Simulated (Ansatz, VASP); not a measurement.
Cd in VASP and in Ansatz

File POSCAR:

```
Cd
1.0
    0.0000000000      2.2181497500      2.2181497500
    2.2181497500      0.0000000000      2.2181497500
    2.2181497500      2.2181497500      0.0000000000
Cd
1
Direct
    0.0000000000      0.0000000000      0.0000000000
```

INCAR.step1

```
PREC = Accurate ; ENCUT = 520
ISMEAR = 0 ; SIGMA = 0.15
LREAL = F ; LASPH = T
NELM = 100 ; NBANDS = 12
GGA = PE ; ALGO = Normal
EDIFF = 1E-4 ; LWAVE = T
LCHARG = F
```

The input INCAR.step2:

```
PREC = Accurate ; ENCUT = 520
EDIFF = 1E-6 ; ISMEAR = 0
SIGMA = 0.15 ; LREAL = F
LASPH = T ; NELM = 100
ALGO = Normal ; ISIF = 2
LWAVE = F ; LCHARG = T
METAGGA = R2SCAN ; LMIXTAU = T
LELF = T ; LVHAR = T
NBANDS = 12 ; ISTART = 1
```

The input KPOINTS:

```
Automatic mesh
0
Gamma
  18 18 18
```

Input for Ansatz:

```yaml
crystal:
  lattice:
    - [0.0, 2.21814975, 2.21814975]
    - [2.21814975, 0.0, 2.21814975]
    - [2.21814975, 2.21814975, 0.0]
  atoms:
    - { symbol: Cd, position: [0.0, 0.0, 0.0] }
basis:
  ecutwfc: 500
kpoints:
  mp_grid: { grid: [18, 18, 18] }
hamiltonian:
  xc: r2scan
scf:
  occupations: { method: gaussian, width: 0.15 }
output:
  forces: true
  stress: true
  eigenvalues: true
```

This isn't the form of Cd at room conditions, which is hcp.

Alike in both runs: task single point; functional r2SCAN; k mesh 18 × 18 × 18; occupations gaussian, width 0.15 eV; no spin polarisation.

|  | VASP | Ansatz |
| --- | --- | --- |
| version | VASP 6.6.1 | Ansatz 0.2.0 |
| potentials or method | VASP PAW PBE potentials, release 64 (Cd) | scalar-relativistic, plane waves, PAW |
| plane-wave cutoff (eV) | 520 | 500 |
| valence electrons in the cell | 12 | 20 |

|  | VASP | Ansatz | Ansatz less VASP |
| --- | --- | --- | --- |
| gap on the k mesh at the Fermi level (eV) | none | none | - |
| pressure (GPa) | 0.0 | -0.3 | -0.31 |

A gap of «none» marks a metal or a gap that the smearing closes. The two sets of potentials don't hold the same shells in valence.

Caveats: the PAW data sets were made with another functional, which shifts forces and pressure a little (VASP).
